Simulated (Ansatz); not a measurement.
**Structures of ScAl₂N₃: which is lowest?**

Plane-wave DFT in Ansatz with scalar-relativistic PAW potentials, cutoff 420 eV, Γ-centred meshes chosen by cell and gap, Gaussian smearing with energies taken to zero width. Every cell was relaxed (cell and atoms) in a run of its own, within the symmetry of its start. Functional: PBEsol.

Relaxed structures (starts from databases or built by putting these elements on another compound's sites):
A. Cm, 12 atoms in the computed cell, a = 11.627 Å, b = 3.243 Å, c = 7.585 Å, β = 102.8°; sites (symmetry × multiplicity) Al m × 2 + m × 2 + m × 2 + m × 2, Sc m × 2 + m × 2, N m × 2 + m × 2 + m × 2 + m × 2 + m × 2 + m × 2; start: built
B. Cmc2_1, 12 atoms in the computed cell, a = 9.834 Å, b = 5.657 Å, c = 4.950 Å; sites (symmetry × multiplicity) Al 1 × 8, Sc m.. × 4, N 1 × 8 + m.. × 4; start: built

**Question.** Rank them by energy. Could pressure change the order?

**Answer.**
| structure | group | E − E(lowest) (meV/atom) | V (Å³/atom) | gap on mesh (eV) |
| --- | --- | --- | --- | --- |
| B | Cmc2_1 | 0.0 | 11.48 | 2.87 |
| A | Cm | 56 | 11.62 | 3.52 |

B is lowest, 56 meV/atom under A. The lowest is also the densest of these, so pressure wouldn't bring one of the others in at first order. Other structures may lie lower than all of these, and vibrations aren't counted.